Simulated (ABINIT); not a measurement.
# MgO (Fm-3m) in ABINIT: a series of runs

Aim: see how the results for MgO move with the level of theory and the settings. Levels: PBE, LDA, PBEsol, RPBE. Tasks: band structure.

Program: ABINIT 10.8.3 (patched build). These are calculated values, not measurements. Logs are shortened: lines on timing, memory, paths and dates and some standing lists are left out, and cuts for length are marked. The log counts tension as positive stress, the text compression.

**What was measured.**

“Electronic structure of alkaline earth and post-transition metal oxides”, 2009, arxiv:0908.1581 quotes, for a bulk crystal of MgO: band gap 7.83 eV.

The results are compared with them further down.

## (1) The crystal as given

It takes space group Fm-3m (No. 225, cubic). Conventional cell: a = 4.194 Å, b = 4.194 Å, c = 4.194 Å, α = 90.00°, β = 90.00°, γ = 90.00°. Around Mg (site symmetry m-3m) lie 6 O at 2.10 Å. Around O (site symmetry m-3m) lie 6 Mg at 2.10 Å.

The cell is a database's computed one.

## (2) Band structure, PBE

Contents of run.abi:

```
# Datasets: ground state, then fixed potential
ndtset 2

# Pseudopotentials
pp_dirpath "./"
pseudos "Mg.GGA_PBE-JTH.xml, O.GGA_PBE-JTH.xml"

# Structure
acell 5.6041865537 5.6041865537 5.6041865537
rprim
     0.0000000000     0.7071067812     0.7071067812
     0.7071067812     0.0000000000     0.7071067812
     0.7071067812     0.7071067812     0.0000000000
ntypat 2
znucl 12 8
natom 2
typat 1 2
xred
     0.0000000000     0.0000000000     0.0000000000
     0.5000000000     0.5000000000     0.5000000000

# Plane-wave basis
ecut 28.0
pawecutdg 50.0
pawxcdev 0

# Exchange and correlation
ixc 11

# Bands and occupations
occopt 3
tsmear 0.00183747

# SCF cycle
nstep 100

# Output
iomode 3
prtwf 0
prteig 0
prtebands 0
enunit 1
prtden1 1
prtvha1 1
prtvclmb1 1
prtpot1 1

# Dataset 1
kptopt1 1
ngkpt1 11 11 11
nshiftk1 1
shiftk1 0.0 0.0 0.0
nband1 12
tolvrs1 1.0e-9

# Dataset 2: bands along G-X-W-K-G-L-U-W-L-K
iscf2 -2
getden2 1
nband2 18
nbdbuf2 4
tolwfr2 1.0e-11
kptopt2 -9
ndivsm2 5
prteig2 1
kptbounds2
     0.0000000000     0.0000000000     0.0000000000
     0.5000000000     0.0000000000     0.5000000000
     0.5000000000     0.2500000000     0.7500000000
     0.3750000000     0.3750000000     0.7500000000
     0.0000000000     0.0000000000     0.0000000000
     0.5000000000     0.5000000000     0.5000000000
     0.6250000000     0.2500000000     0.6250000000
     0.5000000000     0.2500000000     0.7500000000
     0.5000000000     0.5000000000     0.5000000000
     0.3750000000     0.3750000000     0.7500000000
```

Potentials or basis: JTH PAW PBE v2.0.

Run with:

```
abinit run.abi > log 2>&1
```

run.abo:

```text
.Version 10.8.3 of ABINIT
 DATASET    1 : space group Fm -3 m (#225); Bravais cF (face-center cubic)
================================================================================
 Values of the parameters that define the memory need for DATASET  1.
     intxc =       0    ionmov =       0      iscf =      17    lmnmax =       8
     lnmax =       4     mgfft =      30  mpssoang =       2    mqgrid =    3001
     natom =       2  nloc_mem =       2    nspden =       1   nspinor =       1
    nsppol =       1      nsym =      48    n1xccc =       1    ntypat =       2
    occopt =       3   xclevel =       2
       mpw =         903          nfft =       27000          nkpt =          56
 PAW method is used; the additional fine FFT grid is defined by:
   mgfftf=        36    nfftf =     46656
================================================================================
================================================================================

 DATASET    2 : space group Fm -3 m (#225); Bravais cF (face-center cubic)
================================================================================
 Values of the parameters that define the memory need for DATASET  2.
     intxc =       0    ionmov =       0      iscf =      -2    lmnmax =       8
     lnmax =       4     mgfft =      30  mpssoang =       2    mqgrid =    3001
     natom =       2  nloc_mem =       2    nspden =       1   nspinor =       1
    nsppol =       1      nsym =      48    n1xccc =       1    ntypat =       2
    occopt =       3   xclevel =       2
       mpw =         903          nfft =       27000          nkpt =          87
 PAW method is used; the additional fine FFT grid is defined by:
   mgfftf=        36    nfftf =     46656
================================================================================
================================================================================

--------------------------------------------------------------------------------
------------- Echo of variables that govern the present computation ------------
--------------------------------------------------------------------------------
 -outvars: echo values of preprocessed input variables --------
            acell      5.6041865537E+00  5.6041865537E+00  5.6041865537E+00 Bohr
              amu      2.43050000E+01  1.59994000E+01
             ecut      2.80000000E+01 Hartree
           enunit           1
           getden1          0
           getden2          1
             iscf1         17
             iscf2         -2
                       outvar_i_n : Printing only first  50 k-points.
              ixc          11
           jdtset        1    2
                       outvar_i_n : Printing only first  50 k-points.
           kptopt1          1
           kptopt2         -9
         kptrlatt       11    0    0      0   11    0      0    0   11
          kptrlen1     6.16460521E+01
          kptrlen2     3.00000000E+01
            natom           2
            nband1         12
            nband2         18
           nbdbuf1          0
           nbdbuf2          4
           ndtset           2
           ndivsm1          0
           ndivsm2          5
            ngfft          30      30      30
          ngfftdg          36      36      36
             nkpt1         56
             nkpt2         87
            nstep         100
             nsym          48
           ntypat           2
                       prtocc : prtvol=0, do not print more k-points.
           occopt           3
        pawecutdg      5.00000000E+01 Hartree
         pawxcdev           0
        prtebands           0
           prteig1          0
           prteig2          1
           prtpot1          1
           prtpot2          0
         prtvclmb1          1
         prtvclmb2          0
           prtvha1          1
           prtvha2          0
            prtwf           0
            rprim      0.0000000000E+00  7.0710678120E-01  7.0710678120E-01
                       7.0710678120E-01  0.0000000000E+00  7.0710678120E-01
                       7.0710678120E-01  7.0710678120E-01  0.0000000000E+00
           shiftk1     0.00000000E+00  0.00000000E+00  0.00000000E+00
           shiftk2     5.00000000E-01  5.00000000E-01  5.00000000E-01
          spgroup         225
           tolvrs1     1.00000000E-09
[... 264 lines left out ...]
--------------------------------------------------------------------------------

================================================================================
 Non-SCF case, kpt    1 (  0.00000  0.00000  0.00000), residuals and eigenvalues=
  3.31E-12  4.84E-12  1.74E-12  2.71E-12  3.62E-12  3.55E-12  3.55E-12  4.25E-12
  1.25E-12  1.98E-12  3.71E-12  2.83E-12  5.83E-13  2.49E-12  1.28E-12  4.33E-12
  2.88E-12  5.39E-12
 -2.4470E+00 -1.2240E+00 -1.2240E+00 -1.2240E+00 -4.2986E-01  2.0634E-01
  2.0634E-01  2.0634E-01  3.8484E-01  7.8990E-01  7.8990E-01  7.8990E-01
  9.3428E-01  1.0000E+00  1.0000E+00  1.1151E+00  1.1151E+00  1.1151E+00
 Non-SCF case, kpt    2 (  0.03571  0.00000  0.03571), residuals and eigenvalues=
  1.69E-12  2.51E-12  4.02E-12  4.60E-12  8.18E-12  6.93E-13  8.77E-13  8.69E-13
  1.33E-12  1.24E-12  1.58E-12  3.83E-12  3.98E-12  9.28E-13  2.22E-12  3.45E-12
  8.43E-12  1.68E-12
[... 584 lines left out ...]
 Non-SCF case, kpt   86 (  0.38889  0.38889  0.72222), residuals and eigenvalues=
  2.27E-12  6.29E-12  9.28E-12  1.08E-12  5.86E-12  1.05E-12  6.33E-12  5.86E-12
  6.29E-12  8.93E-12  6.62E-12  7.65E-12  2.08E-12  4.37E-12  4.69E-12  2.33E-12
  3.30E-11  2.21E-05
 -2.4466E+00 -1.2263E+00 -1.2259E+00 -1.2248E+00 -3.7175E-01  7.9084E-02
  1.0283E-01  1.6579E-01  5.8290E-01  6.5350E-01  6.6996E-01  8.7480E-01
  8.9076E-01  1.1106E+00  1.2275E+00  1.2552E+00  1.2590E+00  1.4852E+00
 Non-SCF case, kpt   87 (  0.37500  0.37500  0.75000), residuals and eigenvalues=
  4.59E-12  4.38E-12  7.10E-12  5.77E-12  2.87E-12  8.96E-12  4.25E-12  2.04E-12
  2.71E-12  1.47E-12  9.68E-12  9.48E-12  3.38E-12  2.03E-12  7.90E-12  3.54E-12
  2.15E-12  8.34E-04
 -2.4466E+00 -1.2263E+00 -1.2258E+00 -1.2248E+00 -3.7128E-01  7.7384E-02
  1.0594E-01  1.6394E-01  5.7977E-01  6.4509E-01  6.7149E-01  8.8075E-01
  8.8598E-01  1.1353E+00  1.2179E+00  1.2486E+00  1.2682E+00  1.5177E+00

--- !ResultsGS
iteration_state: {dtset: 2, }
comment   : Summary of ground state results
lattice_vectors:
- [  0.0000000,   3.9627583,   3.9627583, ]
- [  3.9627583,   0.0000000,   3.9627583, ]
- [  3.9627583,   3.9627583,   0.0000000, ]
lattice_lengths: [   5.60419,    5.60419,    5.60419, ]
lattice_angles: [ 60.000,  60.000,  60.000, ] # degrees, (23, 13, 12)
lattice_volume:   1.2445798E+02
convergence: {deltae:  0.000E+00, res2:  0.000E+00, residm:  9.984E-12, diffor:  0.000E+00, }
etotal    :  -7.98442153E+01
entropy   :   0.00000000E+00
fermie    :   3.15460300E-01
cartesian_stress_tensor: null
pressure_GPa: null
xred      :
- [  0.0000E+00,   0.0000E+00,   0.0000E+00, Mg]
- [  5.0000E-01,   5.0000E-01,   5.0000E-01,  O]
cartesian_forces: null
force_length_stats: {min: null, max: null, mean: null, }
...

 Integrated electronic density in atomic spheres:
 ------------------------------------------------
 Atom  Sphere_radius  Integrated_density
    1        1.90158          8.30123335
    2        1.41465          4.60304648

================================================================================

 ----iterations are completed or convergence reached----

 Mean square residual over all n,k,spin=   34.661E-13; max=  99.841E-13
 reduced coordinates (array xred) for    2 atoms
       0.000000000000      0.000000000000      0.000000000000
       0.500000000000      0.500000000000      0.500000000000

 cartesian coordinates (angstrom) at end:
    1      0.00000000000000     0.00000000000000     0.00000000000000
    2      2.09700139131405     2.09700139131405     2.09700139131405
 length scales=  5.604186553700  5.604186553700  5.604186553700 bohr
              =  2.965607807855  2.965607807855  2.965607807855 angstroms
 Eigenvalues (   eV  ) for nkpt=  87  k points:
 kpt#   1, nband= 18, wtk=  1.00000, kpt=  0.0000  0.0000  0.0000 (reduced coord)
 -66.58645  -33.30654  -33.30654  -33.30654  -11.69720    5.61480    5.61480    5.61480
  10.47202   21.49428   21.49428   21.49428   25.42298   27.21244   27.21244   30.34253
  30.34253   30.34253
 kpt#   2, nband= 18, wtk=  1.00000, kpt=  0.0357  0.0000  0.0357 (reduced coord)
 -66.58629  -33.30765  -33.30692  -33.30692  -11.67798    5.50694    5.59413    5.59413
  10.59353   21.18956   21.54155   21.54155   25.81440   26.87371   27.25204   30.40223
  30.40223   30.64176
 kpt#   3, nband= 18, wtk=  1.00000, kpt=  0.0714  0.0000  0.0714 (reduced coord)
 -66.58583  -33.31091  -33.30801  -33.30801  -11.62121    5.21490    5.53402    5.53402
  10.92686   20.49945   21.67979   21.67979   26.09412   26.76460   27.37062   30.58209
  30.58209   31.30212
 kpt#   4, nband= 18, wtk=  1.00000, kpt=  0.1071  0.0000  0.1071 (reduced coord)
 -66.58509  -33.31607  -33.30981  -33.30981  -11.52951    4.80541    5.43909    5.43909
  11.40684   19.69480   21.89886   21.89886   25.14419   27.56749   28.00269   30.88406
  30.88406   32.04906
 kpt#   5, nband= 18, wtk=  1.00000, kpt=  0.1429  0.0000  0.1429 (reduced coord)
[... 317 lines left out ...]
  15.58793   17.89080   18.83943   23.32326   24.99661   29.16552   32.33470   34.50733
  34.90385   38.26266
 kpt#  85, nband= 18, wtk=  1.00000, kpt=  0.4028  0.4028  0.6944 (reduced coord)
 -66.57484  -33.37403  -33.35229  -33.32600  -10.14348    1.99455    2.98549    4.57447
  15.81879   17.84164   18.44570   23.58772   24.53846   29.63140   33.15211   34.14555
  34.57559   39.26586
 kpt#  86, nband= 18, wtk=  1.00000, kpt=  0.3889  0.3889  0.7222 (reduced coord)
 -66.57452  -33.36998  -33.35744  -33.32793  -10.11579    2.15198    2.79823    4.51129
  15.86147   17.78273   18.23054   23.80462   24.23884   30.22029   33.40094   34.15594
  34.25797   40.41523
 kpt#  87, nband= 18, wtk=  1.00000, kpt=  0.3750  0.3750  0.7500 (reduced coord)
 -66.57434  -33.37041  -33.35701  -33.32955  -10.10294    2.10572    2.88284    4.46105
  15.77628   17.55386   18.27217   23.96650   24.10885   30.89190   33.14080   33.97742
  34.51025   41.29816

== END DATASET(S) ==============================================================
================================================================================

 -outvars: echo values of variables after computation  --------
            acell      5.6041865537E+00  5.6041865537E+00  5.6041865537E+00 Bohr
           etotal1    -7.9844215259E+01
            fcart1    -0.0000000000E+00 -0.0000000000E+00 -0.0000000000E+00
                      -0.0000000000E+00 -0.0000000000E+00 -0.0000000000E+00
            rprim      0.0000000000E+00  7.0710678120E-01  7.0710678120E-01
                       7.0710678120E-01  0.0000000000E+00  7.0710678120E-01
                       7.0710678120E-01  7.0710678120E-01  0.0000000000E+00
           strten1    -2.2343631931E-04 -2.2343631931E-04 -2.2343631931E-04
                       0.0000000000E+00  0.0000000000E+00  0.0000000000E+00
           xangst      0.0000000000E+00  0.0000000000E+00  0.0000000000E+00
                       2.0970013913E+00  2.0970013913E+00  2.0970013913E+00
             xred      0.0000000000E+00  0.0000000000E+00  0.0000000000E+00
                       5.0000000000E-01  5.0000000000E-01  5.0000000000E-01
 Calculation completed.
```

Wall time 35 s (1 thread of Arm Neoverse V2, shared host); peak memory 0.11 GiB.

Results:

| Item | Value |
| --- | --- |
| Free energy | -2172.6718 eV |
| Pressure | 6.6 GPa |
| Band gap on the k mesh | 4.86 eV, direct |
| Band gap along the path | 4.86 eV, direct |
| Valence electrons inside the program's atomic spheres | Mg 8.30; O 4.60 |

Levels at the corners of the path, in eV from the valence-band top:
| point | band 6 | band 7 | band 8 | band 9 | band 10 | band 11 |
| --- | --- | --- | --- | --- | --- | --- |
| Γ | 0.00 | 0.00 | 0.00 | 4.86 | 15.88 | 15.88 |
| X | -4.10 | -1.36 | -1.36 | 9.15 | 10.12 | 13.25 |
| W | -2.97 | -2.97 | -1.79 | 11.74 | 11.74 | 12.34 |
| K | -3.51 | -2.73 | -1.15 | 10.16 | 11.94 | 12.66 |
| Γ | 0.00 | 0.00 | 0.00 | 4.86 | 15.88 | 15.88 |
| L | -4.66 | -0.67 | -0.67 | 7.98 | 12.77 | 16.47 |
| U | -3.51 | -2.73 | -1.15 | 10.16 | 11.94 | 12.66 |
| W | -2.97 | -2.97 | -1.79 | 11.74 | 11.74 | 12.34 |
| L | -4.66 | -0.67 | -0.67 | 7.98 | 12.77 | 16.47 |
| K | -3.51 | -2.73 | -1.15 | 10.16 | 11.94 | 12.66 |

## (3) Band structure, LDA

Changes to run.abi since step 2:

```diff
@@ -24,6 +24,5 @@
 pawecutdg 50.0
-pawxcdev 0
 
 # Exchange and correlation
-ixc 11
+ixc 7
```

Potentials or basis: JTH PAW PBE v2.0.

Run with:

```
abinit run.abi > log 2>&1
```

Run time: 32 s. Hardware: 1 thread of Arm Neoverse V2, shared host; peak memory 0.11 GiB.

It converged, with:

- Free energy: -2170.1677 eV
- Pressure: -3.4 GPa
- Band gap on the k mesh: 4.78 eV, direct
- Band gap along the path: 4.78 eV, direct
- Valence electrons inside the program's atomic spheres: Mg 8.31; O 4.57

Levels at the corners of the path, in eV from the valence-band top:
```csv
point,band 5,band 6,band 7,band 8,band 9,band 10,band 11,band 12
Γ,-17.06,0.00,0.00,0.00,4.78,15.67,15.67,15.67
X,-15.42,-4.17,-1.38,-1.38,8.96,9.85,13.04,18.89
W,-15.34,-3.03,-3.03,-1.83,11.56,11.56,12.06,15.46
K,-15.38,-3.57,-2.79,-1.17,9.97,11.67,12.46,18.02
Γ,-17.06,0.00,0.00,0.00,4.78,15.67,15.67,15.67
L,-15.65,-4.74,-0.67,-0.67,7.82,12.57,16.16,16.16
U,-15.38,-3.57,-2.79,-1.17,9.97,11.67,12.46,18.02
W,-15.34,-3.03,-3.03,-1.83,11.56,11.56,12.06,15.46
L,-15.65,-4.74,-0.67,-0.67,7.82,12.57,16.16,16.16
K,-15.38,-3.57,-2.79,-1.17,9.97,11.67,12.46,18.02
```

Caveat: the PAW data sets were made with another functional, which shifts forces and pressure a little.

## (4) Band structure, PBEsol

Changes to run.abi since step 3:

```diff
@@ -24,5 +24,6 @@
 pawecutdg 50.0
+pawxcdev 0
 
 # Exchange and correlation
-ixc 7
+ixc -116133
```

Run with:

```
abinit run.abi > log 2>&1
```

It took 40 s on 1 thread of Arm Neoverse V2, shared host; peak memory 0.11 GiB.

It converged, with:

```
Free energy                                           : -2167.6543 eV
Pressure                                              : 2.2 GPa
Band gap on the k mesh                                : 4.76 eV, direct
Band gap along the path                               : 4.76 eV, direct
Valence electrons inside the program's atomic spheres : Mg 8.30; O 4.58
```

Levels at the corners of the path, in eV from the valence-band top:
```tsv
point	band 6	band 7	band 8	band 9	band 10	band 11
Γ	0.00	0.00	0.00	4.76	15.69	15.69
X	-4.16	-1.37	-1.37	8.93	10.02	13.11
W	-3.02	-3.02	-1.82	11.58	11.58	12.26
K	-3.56	-2.77	-1.17	9.99	11.84	12.51
Γ	0.00	0.00	0.00	4.76	15.69	15.69
L	-4.73	-0.68	-0.68	7.82	12.66	16.32
U	-3.56	-2.77	-1.17	9.99	11.84	12.51
W	-3.02	-3.02	-1.82	11.58	11.58	12.26
L	-4.73	-0.68	-0.68	7.82	12.66	16.32
K	-3.56	-2.77	-1.17	9.99	11.84	12.51
```

Caveat: the PAW data sets were made with another functional, which shifts forces and pressure a little.

(Part 1 of 2 ends here.)
